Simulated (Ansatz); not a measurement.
Set up this calculation in Ansatz 0.2.0, as the native input.

```yaml
Task: single point
Functional: PBE
Potentials_or_basis: all-electron LAPW, scalar-relativistic
Cutoff: 278 eV (chosen from the basis error)
Basis_error_allowed: 0.001 eV/atom
k_mesh: 8 × 8 × 8
Occupations: gaussian, width 0.015 eV
Spin: no spin polarisation
```

Crystal: GaP.

```
CELL_PARAMETERS angstrom
0.00000 2.72525 2.72525
2.72525 0.00000 2.72525
2.72525 2.72525 0.00000
ATOMIC_POSITIONS crystal
Ga 0.00000 0.00000 0.00000
P 0.75000 0.75000 0.75000
```

The input as run:

input.yaml

```yaml
crystal:
  lattice:
    - [0.0, 2.72525, 2.72525]
    - [2.72525, 0.0, 2.72525]
    - [2.72525, 2.72525, 0.0]
  atoms:
    - { symbol: Ga, position: [0.0, 0.0, 0.0] }
    - { symbol: P, position: [0.75, 0.75, 0.75] }
kpoints:
  mp_grid: { grid: [8, 8, 8] }
scf:
  occupations: { method: gaussian, width: 0.015 }
hamiltonian:
  xc: pbe
  pseudopotentials: { kind: all_electron, lapw: { basis_error: 0.001 } }
output:
  forces: true
  stress: true
  eigenvalues: true
```

Potentials or basis: all-electron LAPW, scalar-relativistic.

The run is started by

```sh
$ ansatz run input.yaml --threads 1 --pin off --max-ram 3072MiB --backend cpu --events-out ev --progress --plain --runs-dir out
```

It gave:

The pressure is 2.5 GPa and the band gap on the k mesh is 1.64 eV, indirect (least direct gap 1.83 eV).

Wall time 12 s on 1 thread of Intel(R) Xeon(R) Processor @ 2.50GHz (Skylake/Cascade Lake), on a shared host, peak memory 0.29 GiB.
